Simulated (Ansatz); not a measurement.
## G0W0 on several functionals: In2O3 (R-3c)

How much of the starting functional survives in the G0W0 gap of In2O3 (R-3c)?

Method: G0W0 on several functionals, plane waves, PAW, in Ansatz 0.2.0.

In doubt: masses and optical values from hybrid runs of this build are listed as unsure (steps 3, 4), which bears on the screening that GW takes from such a start.

## 1. The structure

Symmetry: R-3c, No. 167, trigonal system. Conventional cell: a = 5.487 Å, b = 5.487 Å, c = 14.510 Å, α = 90.00°, β = 90.00°, γ = 120.00°. Nearest to In lie 6 O at 2.12 to 2.26 Å. Nearest to O lie 4 In at 2.12 to 2.26 Å. Farther neighbours and most contacts between anions are not listed.

As a file:

```cif
data_structure
_symmetry_space_group_name_H-M 'R-3c:H'
_symmetry_Int_Tables_number 167
_cell_length_a 5.4870
_cell_length_b 5.4870
_cell_length_c 14.5100
_cell_angle_alpha 90.000
_cell_angle_beta 90.000
_cell_angle_gamma 120.000
_cell_volume 378.33
loop_
_atom_site_label
_atom_site_type_symbol
_atom_site_symmetry_multiplicity
_atom_site_Wyckoff_symbol
_atom_site_fract_x
_atom_site_fract_y
_atom_site_fract_z
_atom_site_occupancy
In1 In 12 c 0.33333 0.66667 0.02398 1
O1 O 18 e 0.29800 0.00000 0.25000 1
```

The cell and positions come from the Crystallography Open Database and are kept as given unless a step says otherwise. This is not the form that In2O3 usually takes at ambient conditions. The default PAW set here is soft_2. Its files were made with PBE.

## 2. G0W0 on PBE

Now the one-shot GW correction: screening in the RPA, then the self-energy of the levels asked for.

This step: G0W0 on PBE, plane waves, PAW.

The input, input.yaml:

```yaml
crystal:
  lattice:
    - [2.7435, 1.5839604635, 4.8366666667]
    - [-2.7435, 1.5839604635, 4.8366666667]
    - [0.0, -3.167920927, 4.8366666667]
  atoms:
    - { symbol: In, position: [0.35731, 0.35731, 0.35731] }
    - { symbol: In, position: [0.14269, 0.14269, 0.14269] }
    - { symbol: In, position: [0.64269, 0.64269, 0.64269] }
    - { symbol: In, position: [0.85731, 0.85731, 0.85731] }
    - { symbol: O, position: [0.548, 0.952, 0.25] }
    - { symbol: O, position: [0.25, 0.548, 0.952] }
    - { symbol: O, position: [0.952, 0.25, 0.548] }
    - { symbol: O, position: [0.452, 0.048, 0.75] }
    - { symbol: O, position: [0.75, 0.452, 0.048] }
    - { symbol: O, position: [0.048, 0.75, 0.452] }
kpoints:
  mp_grid: { grid: [4, 4, 4] }
hamiltonian:
  xc: pbe
scf:
  occupations: { method: fixed }
gw:
  n_empty_bands: 526
  ecut_chi: 150.0
  qp_bands: [v3, c3]
  qp_kpoints: band_edges
  screening: { model: contour_deformation }
```

Command:

```
$ ansatz run input.yaml --threads 3 --pin off --max-ram 64512MiB --backend cuda --events-out ev --progress --plain --runs-dir out --devices 1 --max-vram 24GiB  # rebuilt from the run's record
```

Numbers of over 12 decimals in the logs are rounded to 6 here.

Log:

```text
GPUs: using 1 of 1 available (devices: 1).
Engine: ansatz 0.2.0, x86_64-unknown-linux-gnu
Pseudopotentials: kind: paw
Pseudopotential: In, paw, valence charge 13, recommended cutoff 420 eV (normal), In.paw.azcp
Pseudopotential: O, paw, valence charge 6, recommended cutoff 420 eV (normal), O.paw.azcp
Functional definition: PBE
  parameter kappa = 0.804
  parameter beta = 0.066725
  exchange = pbe_x(kappa = kappa, mu = beta*pi^2/3)
  correlation = pbe_c(beta = beta)
device memory: the entry about to start is reckoned to put 2.9 GiB on a device that reports 73.4 GiB free (of which the cap on the GPU budget leaves the run 24.0 GiB)
GPU FFT provider: cuFFT
GPU libraries: cuBLAS 13.8.1, cuFFT 12.4.0, cuSOLVER 12.3.2
Crystal: 10 atoms, lattice volume = 126.109 Å³
Basis set: ecut = 420 eV, 2453 PW (Γ)
Bands: 54, of which v1, the nominal top of the filled ones, is band 44 counted from 1 (43 counted from 0)
Symmetry: 12 space group operations
Space group: R-3c (ITA 167), of the structure as read, at distance tolerance 5.0e-5 Å
k-points: 13 of 64
Non-local potential: In, projectors of the file, l = 0: 2, l = 1: 2, l = 2: 2, l = 3: 2
Non-local potential: O, projectors of the file, l = 0: 2, l = 1: 2, l = 2: 1
PAW form: soft (Blöchl's): semilocal exchange-correlation on the pseudo side does not see the compensation charge
PAW one-centre angular grid: In, 590 points (default); XC on 64 Gauss nodes
PAW one-centre angular grid: O, 110 points (default); XC on 64 Gauss nodes
Initial density: superposition of atomic densities (neutral atoms: chi_scale 0, normalization atom), corrected by the library's trained network
Initial wavefunctions: pseudopotential atomic-orbital guess
GPU buffer pool allocated for 64000 grid points (all kernels)
GPU transforms: local potential and band sums: pruned to the plane-wave sphere, on 40×40×40
Functional: x = pbe(κ = 0.804, μ = 0.219515), c = pbe(β = 0.066725)
SCF iter   1: F=—  HF=-25796.293230 eV  |F-HF|=—  |Δ(HF+E_count)|=         —  Δρ=9.54e-4  dr2=3.77e-4  ethr=1.77e-3  ⟨swp⟩=4.9  Hψ=2472  notcnv=0  defer=99
preconditioner: auto → Resta (q_TF=auto, 2.569 Å⁻¹)  ε∞=4.6  [insulator: Δε(μ)=1.305 eV  Ē_g=16.395 eV  n_scr=32 (ndim 8)  ℏωp=31.0 eV  f_vac=0.019  ε∞_Penn≈4.6]
SCF iter   2: F=—  HF=-25796.293909 eV  |F-HF|=—  |Δ(HF+E_count)|=   6.79e-4  Δρ=5.19e-4  dr2=8.62e-5  ethr=4.29e-7  ⟨swp⟩=2.6  Hψ=1606  notcnv=0  defer=104
SCF iter   3: F=—  HF=-25796.294257 eV  |F-HF|=—  |Δ(HF+E_count)|=   3.48e-4  Δρ=2.12e-4  dr2=2.38e-5  ethr=9.79e-8  ⟨swp⟩=2.0  Hψ=872  notcnv=0  defer=98
SCF iter   4: F=—  HF=-25796.294316 eV  |F-HF|=—  |Δ(HF+E_count)|=   5.90e-5  Δρ=3.33e-5  dr2=1.58e-6  ethr=2.70e-8  ⟨swp⟩=2.8  Hψ=1210  notcnv=0  defer=103
SCF iter   5: F=—  HF=-25796.294317 eV  |F-HF|=—  |Δ(HF+E_count)|=   1.07e-6  Δρ=9.97e-6  dr2=1.33e-7  ethr=1.80e-9  ⟨swp⟩=3.0  Hψ=1309  notcnv=0  defer=103
SCF iter   6: F=-25796.294317 eV  HF=-25796.294317 eV  |F-HF|=6.98e-9  |Δ(HF+E_count)|=   1.27e-7  Δρ=3.42e-6  dr2=1.39e-8  ethr=1.14e-10  ⟨swp⟩=8.7  Hψ=2439  notcnv=0
SCF 1 converged in 6 iterations: F = -25796.294317 eV  dr2 = 1.39e-8
  greatest PAW one-centre occupation: 0.990 electrons in one spin orbital (limit 2), on the In atom at site 3 (counted from 0), in its partial waves of l = 2
device memory: the entry about to start is reckoned to put 3.6 GiB (of the 3.6 GiB reckoned in all, the device holds 0.1 GiB already) on a device that reports 73.3 GiB free (of which the cap on the GPU budget leaves the run 24.0 GiB)
NSCF: frozen V_eff on 13 k-points
the band table was solved once the SCF had ended and its energy, with any forces and stress, was formed, with the checks that follow a solve (2616 applications of the Hamiltonian). They found nothing against the state; the energy, forces and stress were not computed again (output.eigenvalues in the input reference)
device memory: the entry about to start is reckoned to put 5.3 GiB on a device that reports 73.3 GiB free (of which the cap on the GPU budget leaves the run 24.0 GiB)
NSCF: frozen V_eff on 13 k-points
G₀W₀ screening: q 1/13
[... further progress lines ...]
device memory: the entry about to start is reckoned to put 0.9 GiB on a device that reports 71.1 GiB free (of which the cap on the GPU budget leaves the run 24.0 GiB)
NSCF: frozen V_eff on 1 k-points
device memory: the entry about to start is reckoned to put 0.9 GiB on a device that reports 71.1 GiB free (of which the cap on the GPU budget leaves the run 24.0 GiB)
NSCF: frozen V_eff on 1 k-points
device memory: the entry about to start is reckoned to put 0.9 GiB on a device that reports 71.1 GiB free (of which the cap on the GPU budget leaves the run 24.0 GiB)
NSCF: frozen V_eff on 1 k-points
SCF converged after 6 iterations
Free energy (F): -25796.294317 eV
Harris-Foulkes:  -25796.294317 eV  (|F-HF|=6.98e-9)
Internal energy: -25796.294317 eV  (E = F + TS)
E sigma→0 (E₀):  -25796.294317 eV
Fermi energy:    8.988424 eV
--- Per-component energies (eV) ---
  E_band       = 41.059659
  E_kinetic    = 2036.805507
  E_local      = -5861.452816  (includes V_loc(G=0)·N_el)
  E_nonlocal   = 1775.048825
  E_hartree    = 2256.569663
  E_xc         = -1298.884150
  E_vxc        = -957.448040  (∫ρ·V_xc dr)
  E_paw        = -17593.286534  (= ΣΔE_a)
  E_vpaw       = -1465.046907  (= ΣTr[D̂ρ^β])
  E_aug_tail   = 0.014556  (compensation charges beyond the density's cutoff)
  E_ewald      = -7111.109369
  E_smearing   = -0.000000  (= −TS)
  E_closure    = -0.000000  (closes the sum)
  Σ components = -25796.294317   (vs F -25796.294317, Δ=0.00e0)
--- Band table (eV; the first three rows and the last of 13) ---
  k-point 0: bands = [... 40 lower, 8.7280, 8.7280, 8.9541, 8.9541, 10.2976, 14.6122, 15.3066, 16.3633, ... 6 higher]
  k-point 1: bands = [... 40 lower, 8.5901, 8.6048, 8.8252, 8.9884, 11.8766, 15.0372, 15.1239, 15.7523, ... 6 higher]
  k-point 2: bands = [... 40 lower, 8.2434, 8.2434, 8.9324, 8.9324, 13.9921, 13.9921, 14.9342, 14.9342, ... 6 higher]
  k-point 12: bands = [... 40 lower, 8.8059, 8.8059, 8.8059, 8.8059, 13.4382, 13.4382, 16.2232, 16.2232, ... 6 higher]
--- G₀W₀: contour deformation, 7 samples at zero and on the imaginary axis and 3 off it, 64 q-points, 526 empty bands' worth ---
  eigenvalues of the whole cell's RPA ε∞ on this k-mesh (on a slab, of 1 + 4πα/V) = 4.9244, 5.0702, 5.0702; static W/v taken at q = 0 is 0.199079
  bands read: the sum over 570 bands ends inside a degenerate multiplet in 1 slot, whose members it reads at an even weight; the widest, k=0: bands 570 to 571 (counted from 1) at 1/2 each
  gw.qp_kpoints: band_edges: 13 of 13 stored k-points solved, in 1 pass; an edge of the gap read off the rows below is read off those points alone
    ik  band        ε_KS         Σx   Σc(E_QP)       V_xc       Z   E_QP_lin       E_QP  E_QP is
     0    42      8.7280   -26.5821     4.5645   -21.3427  0.7372     8.0422     8.0532  root
     0    43      8.9541   -27.5722     4.3484   -22.5533  0.7444     8.2736     8.2837  root
     0    44      8.9541   -27.5722     4.3484   -22.5533  0.7444     8.2736     8.2837  root
     0    45     10.2976   -12.3937    -3.3367   -16.1400  0.8165    10.7092    10.7072  root
     0    46     14.6122    -9.2370    -4.4120   -14.2515  0.8087    15.2211    15.2146  root
     0    47     15.3066   -12.9607    -4.6592   -18.5615  0.7891    16.2694    16.2482  root
     1    42      8.6048   -26.9161     4.3532   -21.8703  0.7422     7.9008     7.9121  root
     1    43      8.8252   -26.7090     4.6536   -21.3751  0.7360     8.1337     8.1448  root
     1    44      8.9884   -26.9149     4.6314   -21.6165  0.7372     8.3110     8.3215  root
     1    45     11.8766   -14.3366    -3.0089   -17.9110  0.7961    12.4465    12.4420  root
     1    46     15.0372   -12.4678    -4.5576   -17.8949  0.7942    15.9232    15.9067  root
     1    47     15.1239   -11.4160    -4.4968   -16.7153  0.7901    15.9405    15.9264  root
     2    42      8.2434   -26.3265     4.4521   -21.1710  0.7371     7.5271     7.5399  root
     2    43      8.9324   -26.9241     4.6137   -21.6347  0.7375     8.2459     8.2568  root
     2    44      8.9324   -26.9241     4.6137   -21.6347  0.7375     8.2459     8.2568  root
     2    45     13.9921   -13.7218    -3.8934   -18.4211  0.7834    14.8125    14.7980  root
     2    46     13.9921   -13.7218    -3.8934   -18.4211  0.7834    14.8125    14.7980  root
     2    47     14.9342   -11.6361    -4.5116   -16.9351  0.7972    15.7341    15.7215  root
     3    42      8.7013   -26.9988     4.4766   -21.8271  0.7403     7.9947     8.0062  root
     3    43      8.7469   -26.5154     4.7006   -21.1168  0.7348     8.0368     8.0489  root
     3    44      8.9328   -27.3357     4.4055   -22.2725  0.7423     8.2653     8.2751  root
     3    45     12.1911   -14.4806    -3.0670   -18.1475  0.7934    12.7964    12.7911  root
     3    46     15.1071   -12.6055    -4.5791   -18.0690  0.7919    16.0088    15.9915  root
     3    47     15.1425   -11.4237    -4.4773   -16.7003  0.7891    15.9560    15.9419  root
[...]
11    46     14.6151   -13.4475    -4.2342   -18.5409  0.7827    15.4890    15.4743  root
    11    47     14.9935   -12.7396    -4.3358   -17.9286  0.7810    15.8616    15.8468  root
    12    42      8.8059   -26.9404     4.5134   -21.7496  0.7389     8.1177     8.1285  root
    12    43      8.8059   -26.9404     4.5134   -21.7496  0.7389     8.1177     8.1285  root
    12    44      8.8059   -26.9404     4.5134   -21.7496  0.7389     8.1177     8.1285  root
    12    45     13.4382   -13.2560    -3.6854   -17.6445  0.7903    14.1510    14.1413  root
    12    46     13.4382   -13.2560    -3.6854   -17.6445  0.7903    14.1510    14.1413  root
    12    47     16.2232   -13.2848    -5.0210   -19.3480  0.7705    17.2970    17.2654  root
```

It took 31 s on 1 × NVIDIA H100 80GB HBM3 (shared by 3 runs) with 3 threads of AMD EPYC 7R13 (Zen 3), shared host; peak memory 2.3 GiB.

Reading the cycles: dr2 is the Hartree energy of the density residual (eV), the measure of convergence; HF is the Harris–Foulkes estimate of the energy, which meets the free energy F at convergence.

Numbers from this step:

```yaml
bands_summed: 570
rpa_eps_infinity_on_this_mesh_eigenvalues: 4.924, 5.070, 5.070
plane_waves_in_the_screening_matrix: 543
q_points_in_the_mesh: 64
g0w0_gap_on_the_mesh: 2.386 eV
k_of_the_valence_top: 0, 0, 0.25
k_of_the_conduction_bottom: 0, 0, 0
starting_gap_on_the_mesh: 1.309 eV
z_at_the_valence_top: 0.7372
z_at_the_conduction_bottom: 0.8165
least_direct_g0w0_gap_on_the_computed_points: 2.424 eV
```

The gap on the mesh goes from 1.31 eV to 2.39 eV, a correction of +1.08 eV. Between the two edge states, bare exchange in place of the xc potential would open the gap by 9.04 eV, and correlation takes back 7.97 eV.

## 3. G0W0 on HSE06

One-shot GW remembers its start. Another functional's orbitals and levels show by how much.

This step: G0W0 on HSE06, plane waves, PAW.

Changes to input.yaml since step 2:

```diff
@@ -19,3 +19,3 @@
 hamiltonian:
-  xc: pbe
+  xc: hse06
 scf:
```

Log:

```text
GPUs: using 1 of 1 available (devices: 1).
[...]
davidson cushion auto → on  (no smearing: the cushion is to keep the highest requested band from converging to the state above it; pin scf.eigensolver.cushion to override)
[...]
GPU FFT provider: cuFFT
GPU libraries: cuBLAS 13.8.1, cuFFT 12.4.0, cuSOLVER 12.3.2
Crystal: 10 atoms, lattice volume = 126.109 Å³
Basis set: ecut = 420 eV, 2453 PW (Γ)
Bands: 54, of which v1, the nominal top of the filled ones, is band 44 counted from 1 (43 counted from 0)
[... 1 set-up line as in the run before ...]
[...]
k-points: 13 of 64
[...]
GPU buffer pool allocated for 64000 grid points (all kernels)
[...]
SCF iter   1: F=—  HF=-25796.310209 eV  |F-HF|=—  |Δ(HF+E_count)|=         —  Δρ=1.46e-3  dr2=1.48e-3  ethr=1.77e-3  ⟨swp⟩=8.1  Hψ=3260  notcnv=0
[...]
SCF iter   2: F=-25796.315897 eV  HF=-25796.315597 eV  |F-HF|=3.00e-4  |Δ(HF+E_count)|=   5.39e-3  Δρ=5.53e-4  dr2=1.34e-4  ethr=1.51e-7  ⟨swp⟩=4.0  Hψ=4883  notcnv=0  defer=1
SCF 1 stopped early in 2 iterations: F = -25796.315897 eV  dr2 = 1.34e-4
[...]
GPU FFT provider: cuFFT
GPU libraries: cuBLAS 13.8.1, cuFFT 12.4.0, cuSOLVER 12.3.2
[...]
GPU buffer pool allocated for 64000 grid points (all kernels)
[...]
Frozen-core exchange: fock
[...]
Internal energy: -25811.000987 eV  (E = F + TS)
E sigma→0 (E₀):  -25811.000987 eV
Fermi energy:    7.844181 eV
[...]
--- Band table (eV; the first three rows and the last of 13) ---
  k-point 0: bands = [... 40 lower, 7.5755, 7.5755, 7.8442, 7.8442, 10.6683, 15.1672, 16.0488, 17.1311, ... 1 higher]
  k-point 1: bands = [... 40 lower, 7.4294, 7.4837, 7.6565, 7.8277, 12.2129, 15.7295, 15.7731, 16.4553, ... 1 higher]
  k-point 2: bands = [... 40 lower, 7.1069, 7.1069, 7.7717, 7.7717, 14.5398, 14.5398, 15.5841, 15.5841, ... 1 higher]
  k-point 12: bands = [... 40 lower, 7.6617, 7.6617, 7.6617, 7.6617, 13.9126, 13.9126, 17.0826, 17.0826, ... 1 higher]
  guard bands above this table: 5 of the run's 54 bands. The solve was not asked for them (output.publish_guard_bands: true or output.eigenvalues: true publishes all)
[...]
0    42      7.5755   -26.6410     4.0603   -22.5387  0.7825     7.5335     7.5335  root
     0    43      7.8442   -27.5413     3.8925   -23.5983  0.7876     7.7937     7.7937  root
     0    44      7.8442   -27.5413     3.8925   -23.5983  0.7876     7.7937     7.7937  root
     0    45     10.6683   -11.6056    -3.4196   -15.4021  0.8507    11.0459    11.0452  root
     0    46     15.1672    -8.5489    -4.1699   -13.1114  0.8461    15.5609    15.5597  root
     0    47     16.0488   -12.2209    -4.4580   -17.3266  0.8300    16.7000    16.6965  root
     1    42      7.4837   -26.9521     3.8999   -22.9835  0.7861     7.4150     7.4150  root
     1    43      7.6565   -26.7414     4.1244   -22.5819  0.7815     7.6213     7.6213  root
[...]
12    44      7.6617   -26.9579     4.0175   -22.8967  0.7837     7.6180     7.6180  root
    12    45     13.9126   -12.2544    -3.6436   -16.4664  0.8320    14.4834    14.4810  root
    12    46     13.9126   -12.2544    -3.6436   -16.4664  0.8320    14.4834    14.4810  root
    12    47     17.0826   -12.6285    -4.6950   -18.0224  0.8165    17.7868    17.7816  root
[key lines of the parts left out:]
Free energy (F): -25811.000987 eV
```

Elapsed: 80 s, on 1 × NVIDIA H100 80GB HBM3 (shared by 3 runs) with 3 threads; peak memory 2.7 GiB; 2.2 min of CPU time.

This step gave:

* bands summed: 570
* RPA ε∞ on this mesh (eigenvalues): 3.564, 3.728, 3.728
* plane waves in the screening matrix: 543
* q-points in the mesh: 64
* G0W0 gap on the mesh: 3.241 eV
* k of the valence top: 0, 0, 0.25
* k of the conduction bottom: 0, 0, 0
* starting gap on the mesh: 2.824 eV
* Z at the valence top: 0.7821
* Z at the conduction bottom: 0.8507
* least direct G0W0 gap on the computed points: 3.251 eV

Against the run with 4×4×4 mesh, 526 empty bands, screening to 150 eV on PBE, the gap moves by +0.86 eV, while the start moved by +1.51 eV.

## 4. G0W0 on PBE0

This step: G0W0 on PBE0, plane waves, PAW.

Changes to input.yaml since step 3:

```diff
@@ -19,3 +19,3 @@
 hamiltonian:
-  xc: hse06
+  xc: pbe0
 scf:
```

Log:

```text
GPUs: using 1 of 1 available (devices: 1).
[...]
GPU FFT provider: cuFFT
GPU libraries: cuBLAS 13.8.1, cuFFT 12.4.0, cuSOLVER 12.3.2
Crystal: 10 atoms, lattice volume = 126.109 Å³
Basis set: ecut = 420 eV, 2453 PW (Γ)
Bands: 54, of which v1, the nominal top of the filled ones, is band 44 counted from 1 (43 counted from 0)
[... 1 set-up line as in the run before ...]
[...]
k-points: 13 of 64
[...]
1    42      7.0864   -26.9650     3.7697   -23.3922  0.7979     7.2829     7.2832  root
     1    43      7.2582   -26.7427     3.9864   -22.9836  0.7936     7.4850     7.4854  root
[...]
12    44      7.2674   -26.9632     3.8820   -23.2987  0.7957     7.4846     7.4850  root
    12    45     14.2670   -12.2232    -3.5569   -16.0840  0.8422    14.5714    14.5709  root
    12    46     14.2670   -12.2232    -3.5569   -16.0840  0.8422    14.5714    14.5709  root
    12    47     17.4679   -12.6119    -4.5724   -17.6200  0.8279    17.9051    17.9036  root
[key lines of the parts left out:]
Free energy (F): -25808.769106 eV
Fermi energy:    7.449338 eV
```

Elapsed: 74 s, on 1 × NVIDIA H100 80GB HBM3 (shared by 3 runs) with 3 threads; peak memory 2.7 GiB.

Numbers from this step:

- bands summed: 570
- RPA ε∞ on this mesh (eigenvalues): 3.365, 3.517, 3.517
- plane waves in the screening matrix: 543
- G0W0 gap on the mesh: 3.448 eV
- k of the valence top: 0, 0, 0.25
- k of the conduction bottom: 0, 0, 0
- starting gap on the mesh: 3.517 eV
- least direct G0W0 gap on the computed points: 3.453 eV

Against the run with 4×4×4 mesh, 526 empty bands, screening to 150 eV on HSE06, the gap moves by +0.21 eV, while the start moved by +0.69 eV.

## 5. The starts together

All on the 4×4×4 mesh with 526 empty bands and screening to 150 eV. Times are wall times on 1 × NVIDIA H100 80GB HBM3 (shared by 3 runs) with 3 threads of AMD EPYC 7R13 (Zen 3), shared host, good to a factor of about two.

```tsv
start	starting gap (eV)	shift (eV)	G0W0 gap (eV)	RPA ε∞ (harmonic mean)	Z (valence, conduction)	time
PBE	1.31	+1.08	2.39	5.02	0.74, 0.82	31 s
HSE06	2.82	+0.42	3.24	3.67	0.78, 0.85	80 s
PBE0	3.52	−0.07	3.45	3.46	0.79, 0.86	74 s
```

The parts of the quasiparticle energy at the two band edges (eV; QP = start + Σx + Σc − Vxc):

```tsv
run	edge	start	Σx	Σc	Vxc	Z	QP
PBE	valence top	8.99	-26.91	4.63	-21.62	0.74	8.32
PBE	conduction bottom	10.30	-12.39	-3.34	-16.14	0.82	10.71
HSE06	valence top	7.83	-26.94	4.12	-22.79	0.78	7.80
HSE06	conduction bottom	10.67	-11.61	-3.42	-15.40	0.85	11.05
PBE0	valence top	7.43	-26.95	3.99	-23.20	0.79	7.67
PBE0	conduction bottom	10.97	-11.60	-3.36	-15.11	0.86	11.12
```

For a hybrid start, Vxc holds its share of exact exchange. Where G0W0 reorders the edges (HSE06 and PBE0), the two states listed lie further apart at the start than the starting gap.

## 6. What came out

```json
{
 "G0W0@PBE": "2.39 eV (start 1.31 eV)",
 "G0W0@HSE06": "3.24 eV (start 2.82 eV)",
 "G0W0@PBE0": "3.45 eV (start 3.52 eV)",
 "known limits": "not at the basis limit; no spin-orbit coupling"
}
```

In words: The starting gaps span 2.21 eV and the G0W0 gaps 1.06 eV. Between PBE and PBE0, 1.06 eV of the 2.21 eV survives, 48 %. PBE0 screens less than PBE (ε∞ 3.46 against 5.02). Of the 1.06 eV by which its G0W0 gap is higher, the correlation part gives +0.63 eV, and exchange with the one-particle terms, which follow the orbitals, +0.44 eV. On PBE0 the correction is negative: that start lies above its own G0W0 value. The smallest correction, −0.07 eV, is on PBE0, the start nearest to reproducing itself. Bands and cutoff are finite, so the gap is not at the basis limit. The miss can reach some tenths of an eV and take either sign; the mesh is an error of its own. The many-body steps are scalar-relativistic: spin-orbit coupling is not in them.

[Paths, hosts, dates, memory and timing lines, banners, echoed tables and standing remarks are left out of the program output.]

[Logs are printed without paths, hosts, clocks, repeated set-up lines and the standing remarks that a program may print on its own settings, such as how far it seeks lower states.]

[Runs of the session that timed out or met a known fault of the program may be left out.]

[Cells called generated may have been cut or substituted from an entry of the Crystallography Open Database or the Materials Project.]

[Hosts, paths, dates, database ids (printed as entryN), source tags and the programs' standing remarks are cut or masked in the printed files.]
